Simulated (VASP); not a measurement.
# ZnO in VASP 6.6.1, single-point calculation

INCAR

```
SIGMA = 0.5
EDIFF = 1E-7
LDAUTYPE = 2
NBANDS = 16
NELM = 120
GGA = PE
LASPH = .TRUE.
PREC = Accurate
ISIF = 2
LCHARG = .FALSE.
LDAUJ = 0 0
LWAVE = .FALSE.
LREAL = .TRUE.
ENCUT = 520
LMAXMIX = 4
LDAU = .TRUE.
LDAUU = 6.0 0
IBRION = -1
LDAUL = 2 -1
NSW = 0
ISMEAR = -1
```

KPOINTS

```
KPOINTS created by Atomic Simulation Environment
0
Gamma
10 10 10
0 0 0
```

POSCAR

```
Zn O
 1.0000000000000000
     0.0000000000000000    2.0221742046000002    2.0221742046000002
     2.0221742046000002    0.0000000000000000    2.0221742046000002
     2.0221742046000002    2.0221742046000002    0.0000000000000000
 Zn  O
   1   1
Cartesian
  0.0000000000000000  0.0000000000000000  0.0000000000000000
  2.0221742045999997  2.0221742045999997  2.0221742045999997
```

The recommended PBE PAW datasets give the neutral cell 18 valence electrons.

Command

```
mpirun -np 1 vasp_std
```

OSZICAR

```
N       E                     dE             d eps       ncg     rms          rms(c)
DAV:   1     0.831148603815E+02    0.83115E+02   -0.98653E+03  1624   0.186E+03
DAV:   2    -0.566597118228E+01   -0.88781E+02   -0.82456E+02  1704   0.303E+02
DAV:   3    -0.953224018012E+01   -0.38663E+01   -0.38580E+01  1744   0.624E+01
DAV:   4    -0.954680813959E+01   -0.14568E-01   -0.14568E-01  1808   0.379E+00
DAV:   5    -0.954682924529E+01   -0.21106E-04   -0.21106E-04  1712   0.137E-01    0.154E+01
DAV:   6    -0.825075532945E+01    0.12961E+01   -0.25441E+00  2048   0.474E+01    0.118E+01
DAV:   7    -0.828364966671E+01   -0.32894E-01   -0.45633E-01  1592   0.895E+00    0.660E+00
DAV:   8    -0.828941554941E+01   -0.57659E-02   -0.30147E-02  1552   0.271E+00    0.937E-01
DAV:   9    -0.828895447205E+01    0.46108E-03   -0.43488E-03  2216   0.130E+00    0.807E-02
DAV:  10    -0.828906869150E+01   -0.11422E-03   -0.84756E-04  1600   0.277E-01    0.282E-02
DAV:  11    -0.828906897101E+01   -0.27951E-06   -0.22896E-05  1960   0.965E-02    0.106E-02
DAV:  12    -0.828906852075E+01    0.45026E-06   -0.16533E-06  1664   0.156E-02    0.659E-03
DAV:  13    -0.828906819759E+01    0.32316E-06   -0.59801E-07  1928   0.191E-02    0.381E-04
DAV:  14    -0.828906816803E+01    0.29560E-07   -0.58507E-08   896   0.235E-03
   1 F= -.82890682E+01 E0= -.82784767E+01  d E =-.211830E-01
```

Standard output (part)

```
POSCAR found type information on POSCAR ZnO
 POSCAR found :  2 types and       2 ions
|     You have a (more or less) 'small supercell' and for smaller cells       |
|     it is recommended to use the reciprocal-space projection scheme!        |
|     The real-space optimization is not efficient for small cells and it     |
|     is also less accurate ...                                               |
|     Therefore, set LREAL=.FALSE. in the INCAR file.                         |
|     The real-space projection scheme for the treatment of the non-local     |
|     real-space optimization of all non-local projectors! BE WARNED that     |
|     a calculation using the real-space projection scheme together with      |
|     non-local projectors which were not real-space optimized (according     |
|     to the plane-wave cutoff used in this calculation) might give more      |
|     or less inaccurate results. I hope you know what you are doing.         |
 LDA part: xc-table for (Slater+PW92), standard interpolation
 POSCAR, INCAR and KPOINTS ok, starting setup
 WAVECAR not read
 entering main loop
```

From OUTCAR

```
k-points           NKPTS =     47   k-points in BZ     NKDIM =     47   number of bands    NBANDS=     16

   NELECT =      18.0000    total number of electrons

   dimension x,y,z NGX =    24 NGY =   24 NGZ =   24
   dimension x,y,z NGXF=    48 NGYF=   48 NGZF=   48

  energy-cutoff  :      520.00
  volume of cell :       16.54
      direct lattice vectors                 reciprocal lattice vectors
     0.000000000  2.022174205  2.022174205    -0.247258618  0.247258618  0.247258618
     2.022174205  0.000000000  2.022174205     0.247258618 -0.247258618  0.247258618
     2.022174205  2.022174205  0.000000000     0.247258618  0.247258618 -0.247258618

 k-points in reciprocal lattice and weights: KPOINTS created by Atomic Simulation Env
   0.00000000  0.00000000  0.00000000       0.001
   0.10000000  0.00000000  0.00000000       0.008
   0.20000000  0.00000000  0.00000000       0.008
   0.30000000  0.00000000  0.00000000       0.008
   0.40000000  0.00000000  0.00000000       0.008
   0.50000000  0.00000000  0.00000000       0.004
   0.10000000  0.10000000  0.00000000       0.006
   0.20000000  0.10000000  0.00000000       0.024
   ...

 E-fermi :   6.1674

 k-point     1 :       0.0000    0.0000    0.0000
  band No.  band energies     occupation
      1     -15.7867      2.00000
      2      -3.3435      2.00000
      3      -3.3435      2.00000
      4      -3.3002      2.00000
      5      -3.3002      2.00000
      6      -3.3002      2.00000
      7       2.4523      1.99881
      8       2.4523      1.99881
      9       2.4523      1.99881
     10       6.4385      0.73528
     11      21.8257      0.00000
     12      21.8257      0.00000
     13      21.8257      0.00000
     14      23.5535      0.00000
     15      26.6586      0.00000
     16      26.6586      0.00000

 k-point     2 :       0.1000    0.0000    0.0000
  band No.  band energies     occupation
      1     -15.6403      2.00000
      2      -3.4703      2.00000
      3      -3.4703      2.00000
      4      -3.3698      2.00000
      5      -3.2549      2.00000
      6      -3.2549      2.00000
      7       1.6552      1.99976
      8       2.5816      1.99846
      9       2.5816      1.99846
     10       7.2767      0.19617
     11      19.6212      0.00000
     12      21.7733      0.00000
     13      21.7733      0.00000
     14      25.0528      0.00000
     15      25.2711      0.00000
     16      25.2711      0.00000

 k-point     3 :       0.2000    0.0000    0.0000
  band No.  band energies     occupation
      1     -15.2323      2.00000
      2      -3.7894      2.00000
      3      -3.7894      2.00000
      4      -3.6474      2.00000
      5      -3.1232      2.00000
      6      -3.1232      2.00000
      7       0.3360      1.99998
      8       2.8986      1.99711
      9       2.8986      1.99711
     10       8.7472      0.01142
     11      17.2981      0.00000
     12      20.9894      0.00000
     13      20.9894      0.00000
     14      24.9540      0.00000
     15      25.0165      0.00000
     16      25.0165      0.00000

 ...

  Total        6.0937094      6.0937094      6.0937094     -0.0000000     -0.0000000     -0.0000000
  in kB      590.3460016    590.3460016    590.3460016     -0.0000000     -0.0000000     -0.0000000
  external PRESSURE =     590.3460016 kB  Pullay stress =       0.0000000 kB

 POSITION                                       TOTAL-FORCE (eV/Angst)
 -----------------------------------------------------------------------------------
      0.00000      0.00000      0.00000         0.000000     -0.000000     -0.000000
      2.02217      2.02217      2.02217        -0.000000      0.000000      0.000000
 -----------------------------------------------------------------------------------
    total drift:                                0.000000     -0.000000     -0.000000

  FREE ENERGIE OF THE ION-ELECTRON SYSTEM (eV)
  ---------------------------------------------------
  free  energy   TOTEN  =        -8.2890681680 eV

  energy  without entropy=       -8.2678851946  energy(sigma->0) =       -8.27847668
```

It converged. Results: gap between bands v and c on the k mesh 2.80 eV; least direct gap on the k mesh 3.99 eV; pressure 59.0 GPa. Band v is the last that the valence electrons fill when counted band by band, and c is the next.

For comparison, a separate PBE run of the intended cell, on usual settings and not on those above, gives a gap of 1.74 eV on its mesh and a pressure of 56.3 GPa.

The run above took about 9.4 s on one core of a shared host (Intel Xeon 6975P-C) and held 0.14 GiB at most.
